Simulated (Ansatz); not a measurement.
**How the vibrations of HgTe change with volume**

The calculation used Ansatz, DFT PBE, scalar-relativistic, plane waves, PAW. Plane waves to 420 eV; Γ-centred k mesh 12×12×12; Fermi-Dirac smearing of 0.15 eV. No spin polarisation. Phonons by linear response, acoustic sum rule imposed.

Equilibrium structure at this level:
Space group F-43m (No. 216). a = 6.653 Å, b = 6.653 Å, c = 6.653 Å, α = 90.00°, β = 90.00°, γ = 90.00°
```json
{"atom": "Hg", "site": "4a", "symmetry": "-43m", "x": "0.0000", "y": "0.0000", "z": "0.0000"}
{"atom": "Te", "site": "4c", "symmetry": "-43m", "x": "0.2500", "y": "0.2500", "z": "0.2500"}
```

Without a gap, frequencies depend on the k mesh and the smearing, soft modes most. Spin–orbit coupling is left out, which can shift energies with elements as heavy as these.

Cells at 0.98 and 1.02 times the equilibrium volume were relaxed in shape and atoms; γ = −d ln ν / d ln V, modes matched by rank.

Question: Give the optical frequencies at Γ (cm⁻¹) at the three volumes and the mode Grüneisen parameters.

Answer:
| 0.98 V | V | 1.02 V | γ | degeneracy |
| --- | --- | --- | --- | --- |
| 101 | 96 | 92 | 2.50 | 3 |

Question: What pressures hold the two strained cells, and what bulk modulus follows?

Answer: 0.71 GPa at 0.98 V and -0.65 GPa at 1.02 V, so B = −dP/d ln V ≈ 34 GPa.

The bands only touch here, so at this level the crystal is a zero-gap semiconductor or semimetal, not an ordinary metal; spin–orbit coupling, left out, moves these levels but leaves zinc-blende mercury chalcogenides without a gap.